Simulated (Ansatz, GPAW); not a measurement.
# Geometry or basis: what sets the conductance of a Na chain with a C atom bridging one bond, part 4 of 4

Wanted: T(E) of a Na chain with a C atom bridging one bond at a relaxed geometry in two programs, beside the unrelaxed structure.

GPAW 26.7.0 and Ansatz 0.2.0; Ansatz plane waves; relaxation of the junction with the lead ends held; PAW set soft_1 (the session's first sound run).

So far, transmission at the Fermi level (one spin): step 3 (plane-wave reference (PBE)) 0.369; step 5 (single-zeta polarised basis, PBE, GPAW) 0.356; step 6 (minimal basis, PBE, GPAW) 0.352; step 7 (RPBE in the dzp basis: xc = "RPBE") 0.381; step 8 (the structure as built: geometry = "as built", PBE, GPAW) 0.0501. Also open channels of the lead at the Fermi level (one spin): 1 in steps 3, 4, 5, 6 and 8.

## Step 10: Comparison

The curves are compared point by point over the common energies.

This step: comparison of transmission and cost over codes, levels and geometry; PAW set soft_1 (GPAW 26.7.0).

Ladder, by row:

| step | code | T at the Fermi level (sum over the listed spins) | conductance (G0) | r.m.s. T(E) from the first | wall time (s) | peak memory (GiB) | threads |
| --- | --- | --- | --- | --- | --- | --- | --- |
| pw-pbe | Ansatz | 0.3692 | 0.3683 | 0 | 134.7 | 3.307 | 4 |
| dzp | GPAW | 0.3658 | 0.3651 | 0.07303 | 143.1 | 1.62 | 1 |
| szp | GPAW | 0.3556 | 0.3551 | 0.1183 | 104 | 1.55 | 1 |
| sz | GPAW | 0.3516 | 0.351 | 0.1311 | 77.62 | 1.47 | 1 |
| dzp-RPBE | GPAW | 0.3813 | 0.3806 | 0.08289 | 130.4 | 1.62 | 1 |
| asbuilt | GPAW | 0.05013 | 0.08077 | 0.3854 | 112.1 | 1.62 | 1 |

Transmission, zone mean, sum over the listed spins against energy, zero at the Fermi level:

| energy (eV) | pw-pbe | dzp | szp | sz | dzp-RPBE | asbuilt |
| --- | --- | --- | --- | --- | --- | --- |
| -2.000 | 0 | 1.2e-10 | 2.0e-10 | 2.1e-14 | 1.2e-10 | 5.5e-10 |
| -1.900 | 0 | 1.2e-10 | 2.0e-10 | 2.0e-14 | 1.1e-10 | 5.4e-10 |
| -1.800 | 0 | 1.2e-10 | 1.9e-10 | 2.0e-14 | 1.1e-10 | 5.4e-10 |
| -1.700 | 0 | 1.2e-10 | 1.9e-10 | 1.9e-14 | 1.1e-10 | 5.3e-10 |
| -1.600 | 0 | 1.1e-10 | 1.9e-10 | 1.9e-14 | 1.1e-10 | 5.3e-10 |
| -1.500 | 0 | 1.1e-10 | 1.9e-10 | 1.8e-14 | 1.1e-10 | 5.2e-10 |
| -1.400 | 0 | 1.1e-10 | 1.8e-10 | 1.8e-14 | 1.1e-10 | 5.1e-10 |
| -1.300 | 0 | 1.1e-10 | 1.8e-10 | 1.7e-14 | 1.0e-10 | 4.9e-10 |
| -1.200 | 0 | 1.0e-10 | 1.8e-10 | 1.7e-14 | 9.6e-11 | 4.6e-10 |
| -1.100 | 0 | 9.1e-11 | 1.8e-10 | 1.7e-14 | 8.4e-11 | 4.1e-10 |
| -1.000 | 0 | 5.3e-11 | 1.9e-10 | 1.8e-14 | 4.5e-11 | 2.8e-10 |
| -0.900 | 0 | 5.3e-10 | 1.9e-10 | 2.6e-12 | 5.1e-10 | 3.0e-9 |
| -0.800 | 0.0131 | 0.0760 | 0.0281 | 0.0366 | 0.0853 | 0.261 |
| -0.725 | 0.122 | 0.298 | 0.762 | 0.963 | 0.212 | 0.211 |
| -0.700 | 0.274 | 0.658 | 0.923 | 0.730 | 0.451 | 0.239 |
| -0.675 | 0.598 | 0.988 | 0.575 | 0.436 | 0.857 | 0.277 |
| -0.650 | 0.953 | 0.808 | 0.378 | 0.303 | 0.962 | 0.324 |
| -0.600 | 0.689 | 0.419 | 0.235 | 0.205 | 0.530 | 0.435 |
| -0.500 | 0.330 | 0.252 | 0.184 | 0.172 | 0.289 | 0.687 |
| -0.400 | 0.288 | 0.251 | 0.202 | 0.195 | 0.275 | 0.874 |
| -0.300 | 0.321 | 0.315 | 0.260 | 0.253 | 0.340 | 0.940 |
| -0.250 | 0.403 | 0.717 | 0.140 | 0.133 | 0.741 | 0.933 |
| -0.200 | 0.243 | 0.242 | 0.267 | 0.259 | 0.248 | 0.880 |
| -0.100 | 0.338 | 0.326 | 0.321 | 0.317 | 0.339 | 0.300 |
| 0.000 | 0.369 | 0.366 | 0.356 | 0.352 | 0.381 | 0.0501 |
| 0.100 | 0.396 | 0.398 | 0.384 | 0.379 | 0.416 | 0.205 |
| 0.200 | 0.437 | 0.439 | 0.423 | 0.415 | 0.463 | 0.250 |
| 0.300 | 0.505 | 0.503 | 0.485 | 0.472 | 0.533 | 0.256 |
| 0.400 | 0.608 | 0.596 | 0.575 | 0.555 | 0.632 | 0.255 |
| 0.500 | 0.734 | 0.710 | 0.686 | 0.659 | 0.748 | 0.256 |
| 0.600 | 0.854 | 0.820 | 0.795 | 0.764 | 0.851 | 0.261 |
| 0.700 | 0.936 | 0.900 | 0.877 | 0.847 | 0.921 | 0.268 |
| 0.800 | 0.976 | 0.945 | 0.927 | 0.901 | 0.959 | 0.277 |
| 0.900 | 0.990 | 0.970 | 0.956 | 0.934 | 0.980 | 0.287 |
| 0.975 | 0.993 | 0.982 | 0.972 | 0.953 | 0.990 | 0.296 |
| 1.000 | 0.993 | 0.986 | 0.977 | 0.959 | 0.992 | 0.299 |
| 1.100 | 0.987 | 0.994 | 0.993 | 0.984 | 0.984 | 0.313 |
| 1.150 | 0.976 | 0.989 | 0.997 | 0.994 | 0.958 | 0.321 |
| 1.175 | 0.967 | 0.982 | 0.995 | 0.997 | 0.934 | 0.325 |
| 1.200 | 0.955 | 0.970 | 0.989 | 0.997 | 0.902 | 0.329 |
| 1.300 | 0.852 | 0.837 | 0.885 | 0.928 | 0.666 | 0.345 |
| 1.400 | 0.617 | 0.537 | 0.582 | 0.653 | 0.347 | 0.360 |
| 1.500 | 0.318 | 0.232 | 0.244 | 0.295 | 0.134 | 0.371 |
| 1.600 | 0.119 | 0.0755 | 0.0749 | 0.0969 | 0.0430 | 0.376 |
| 1.700 | 0.0352 | 0.0196 | 0.0190 | 0.0267 | 0.0112 | 0.370 |
| 1.800 | 0.0161 | 0.0153 | 0.0133 | 0.0234 | 0.0195 | 0.341 |
| 1.900 | 0.0374 | 0.0402 | 0.0379 | 0.0571 | 0.0464 | 0.312 |
| 2.000 | 0.0775 | 0.0888 | 0.0929 | 0.136 | 0.0968 | 0.261 |

## Step 11: Smearing 0.2, mixing 0.25, mixing history 12: width = 0.2, beta = 0.25 and nmaxold = 12

Smearing helps the SCF of a metal converge, but it blurs occupations at band edges near the Fermi level. Mixing changes the road to self-consistency, not its end. The mixing history changes the road to self-consistency, not its end.

This step: GPAW LCAO, PAW setups; Landauer transmission from Green's functions with principal layers (ASE), zero bias (GPAW 26.7.0).

run.py reads:

```python
import json
import numpy as np
from ase import Atoms
from ase.transport.calculators import TransportCalculator
from gpaw import GPAW, FermiDirac
from gpaw.lcao.tools import get_lcao_hamiltonian
from scipy.linalg import eigh

# The junction with lead layers at both ends, along the third cell vector
device = Atoms(
    ['Na', 'Na', 'Na', 'Na', 'Na', 'Na', 'Na', 'C', 'Na', 'Na', 'Na', 'Na', 'Na', 'Na', 'Na'],
    positions=[
        [4.50000, 4.50000, 1.65000],
        [4.50000, 4.50000, 4.95000],
        [4.50000, 4.50000, 8.25000],
        [4.50000, 4.50000, 11.55000],
        [4.50000, 4.50000, 14.85000],
        [4.63949, 4.23830, 19.29251],
        [2.68857, 6.28511, 21.65342],
        [4.31263, 4.56707, 21.60334],
        [4.67520, 4.19043, 23.90845],
        [4.47056, 4.45042, 27.97959],
        [4.50000, 4.50000, 31.55000],
        [4.50000, 4.50000, 34.85000],
        [4.50000, 4.50000, 38.15000],
        [4.50000, 4.50000, 41.45000],
        [4.50000, 4.50000, 44.75000]],
    cell=[[9.0, 0.0, 0.0], [0.0, 9.0, 0.0], [0.0, 0.0, 46.4]],
    pbc=True)

# One principal layer of the lead: the first 4 atoms of the device
lead = Atoms(
    ['Na', 'Na', 'Na', 'Na'],
    positions=[
        [4.50000, 4.50000, 1.65000],
        [4.50000, 4.50000, 4.95000],
        [4.50000, 4.50000, 8.25000],
        [4.50000, 4.50000, 11.55000]],
    cell=[[9.0, 0.0, 0.0], [0.0, 9.0, 0.0], [0.0, 0.0, 13.2]],
    pbc=True)

settings = dict(mode='lcao', basis='dzp', xc='PBE', h=0.2,
                occupations=FermiDirac(0.2), maxiter=250,
                mixer=dict(beta=0.25, nmaxold=12, weight=100.0),
                convergence=dict(density=0.0001))
energies = np.arange(-2, 2 + 1e-9, 0.025)
eta = 0.0001
n1, n2 = 1, 1
# k and -k transmit alike, so half of the mesh across the current serves
mesh = [(i, j) for i in range(n1) for j in range(n2) if (i, j) <= (-i % n1, -j % n2)]
weights = np.array([1 if (i, j) == (-i % n1, -j % n2) else 2 for i, j in mesh]) / (n1 * n2)

# [... helper functions left out ...]
fermi_lead = ground_state(lead, (1, 1, 9), 'lead.txt')
fermi_device = ground_state(device, (1, 1, 2), 'device.txt')
# [... loop over the mesh left out, but for ...]
        # Shift the lead onto the potential of the device's first layer
        shift = ((H[:, 0, 0] - H0[:, 0, 0]) / S0[0, 0]).real.mean()
# [...]
kT = 8.617333e-5 * 300
bias = [0.1, 0.2, 0.5, 1.0, 1.5, 2.0]
# [... integrals and printing left out ...]
```

Started as:

```bash
$ OMP_NUM_THREADS=1 OPENBLAS_NUM_THREADS=1 python run.py
```

The program printed:

```text
basis functions: device 251, principal layer 68
Fermi level: lead -2.4524 eV, device -2.3926 eV; lead shifted by -0.0009 eV
largest coupling past the next layer 4.16e-12 eV, largest misfit of the first layer 0.037 eV
  E-E_F (eV)   T (one spin)  [channel counts left out]
    -2.000    1.1845e-10
    -1.975    1.1814e-10
    -1.950    1.1783e-10
    -1.925    1.1752e-10
    -1.900    1.1720e-10
    -1.875    1.1688e-10
    -1.850    1.1655e-10
    -1.825    1.1621e-10
    -1.800    1.1587e-10
    -1.775    1.1553e-10
    -1.750    1.1518e-10
    -1.725    1.1482e-10
    -1.700    1.1445e-10
    -1.675    1.1407e-10
    -1.650    1.1369e-10
    -1.625    1.1329e-10
[...]
1.825    2.7948e-02
     1.850    3.5263e-02
     1.875    4.3947e-02
     1.900    5.4109e-02
     1.925    6.5769e-02
     1.950    7.8865e-02
     1.975    9.3249e-02
     2.000    1.0869e-01
conductance at 300 K: 0.32945 G0 a cell; thermopower -9.685 uV/K
current from the zero-bias T(E) at 0.1 V: 2.5556 uA
current from the zero-bias T(E) at 0.2 V: 5.1276 uA
current from the zero-bias T(E) at 0.5 V: 13.075 uA
current from the zero-bias T(E) at 1.0 V: 29.207 uA
current from the zero-bias T(E) at 1.5 V: 54.58 uA
current from the zero-bias T(E) at 2.0 V: 75.621 uA
```

The job ended after 2.2 min (1 thread of Arm Neoverse V1, shared host; peak memory 1.8 GiB).

This step gave:

```yaml
conductance: 0.3295 G₀
thermopower: -9.685 μV/K
largest_misfit_of_the_first_principal_layer: 0.03743 eV
shift_that_aligns_the_lead: -9.34e-4 eV
transmission_at_the_fermi_level_one_spin: 0.3282
```

One spin. Transmission, zone mean against energy, zero at the Fermi level:

energy (eV), transmission, zone mean and a bar:
```
   -2.000      0.000 
   -1.900      0.000 
   -1.800      0.000 
   -1.700      0.000 
   -1.600      0.000 
   -1.500      0.000 
   -1.400      0.000 
   -1.300      0.000 
   -1.200      0.000 
   -1.100      0.000 
   -1.000      0.000 
   -0.900      0.000 
   -0.800      0.105 ###
   -0.700      0.960 #############################
   -0.600      0.315 ##########
   -0.500      0.236 #######
   -0.400      0.256 ########
   -0.350      0.351 ###########
   -0.300      0.164 #####
   -0.200      0.251 ########
   -0.100      0.290 #########
    0.000      0.328 ##########
    0.100      0.376 ###########
    0.200      0.441 #############
    0.300      0.531 ################
    0.400      0.642 ###################
    0.500      0.762 #######################
    0.600      0.864 ##########################
    0.700      0.931 ############################
    0.800      0.967 #############################
    0.900      0.985 ##############################
    1.000      0.993 ##############################
    1.100      0.980 ##############################
    1.200      0.898 ###########################
    1.300      0.663 ####################
    1.400      0.337 ##########
    1.500      0.122 ####
    1.600      0.035 #
    1.700      0.007 
    1.800      0.022 #
    1.900      0.054 ##
    2.000      0.109 ###
```

Not self-consistent under bias; the bias window is split evenly. The current through one cell, from the zero-bias transmission by bias:

| bias (V) | current through one cell, from the zero-bias transmission (μA) |
| --- | --- |
| 0.100 | 2.56 |
| 0.200 | 5.13 |
| 0.500 | 13.1 |
| 1.000 | 29.2 |
| 1.500 | 54.6 |
| 2.000 | 75.6 |

Transmission of the three most open eigenchannels against energy, zero at the Fermi level:

| energy (eV) | channel 1 | channel 2 | channel 3 |
| --- | --- | --- | --- |
| -1.000 | 2.5e-11 | 0 | 0 |
| -0.800 | 0.105 | 2.3e-10 | 0 |
| -0.600 | 0.315 | 5.0e-11 | 0 |
| -0.400 | 0.256 | 6.8e-11 | 0 |
| -0.200 | 0.251 | 7.2e-11 | 0 |
| 0.000 | 0.328 | 7.0e-11 | 0 |
| 0.200 | 0.441 | 6.6e-11 | 0 |
| 0.400 | 0.642 | 6.1e-11 | 0 |
| 0.600 | 0.864 | 5.5e-11 | 0 |
| 0.800 | 0.967 | 4.8e-11 | 0 |
| 1.000 | 0.993 | 4.1e-11 | 0 |
| 1.200 | 0.898 | 3.4e-11 | 0 |
| 1.400 | 0.337 | 2.7e-11 | 0 |
| 1.600 | 0.0351 | 2.0e-11 | 0 |
| 1.800 | 0.0205 | 7.8e-4 | 4.9e-4 |
| 2.000 | 0.102 | 0.00404 | 0.00236 |

The conductance, 0.329 G₀, lies 10 % below that of the dzp run.

## Step 12: Outcome

| Property | Result |
| --- | --- |
| conductance | 0.365 G₀ |
| transmission at the Fermi level, mean of the spins | 0.366 |
| thermopower | -7.26 μV/K |
| open channels of the lead there | 1 |

**Reading.** In the dzp basis the junction conducts 0.365 G₀ at 300 K, with T = 0.366 a spin at the Fermi level; the sz basis reaches that conductance within 10 %. Relaxation moved atoms by up to 2.6 Å and took the conductance from 0.0808 to 0.365 G₀, as a ratio a larger change than the step from dzp to the minimal basis. Plane waves (PBE) give T = 0.369 there. The scatterer reflects about 63 % of the incoming channels at the Fermi level. At the Fermi level one eigenchannel carries the current (0.37). The negative thermopower says that the thermally weighted transmission is larger above the Fermi level, as for electron-like transport. Measured against the first run (pw-pbe), the nearest curve is that of dzp (r.m.s. 0.073) and the farthest that of asbuilt (0.39). Over the compared runs wall time goes from 78 s (sz) to 143 s (dzp), on a shared host; the plane-wave run used 4 threads and the orbital runs 1. Moves of this size go well beyond a change of bond lengths: the free chain atoms or the scatterer took up a new arrangement, and the name in the title describes the start. The leads kept an estimated spacing and the cell its length, so the junction may be under some tension or compression. An evenly spaced straight chain is an idealisation: free chains tend to dimerise, zigzag or, where a band edge lies near the Fermi level, turn magnetic. The currents use the zero-bias T(E) throughout, which holds only while the bias is small against the distance to the nearest feature.

[Logs are printed without paths, hosts, clocks, repeated set-up lines and the standing remarks that a program may print on its own settings, such as how far it seeks lower states.]

[Hosts, paths, dates, database ids (printed as entryN), source tags and the programs' standing remarks are cut or masked in the printed files.]
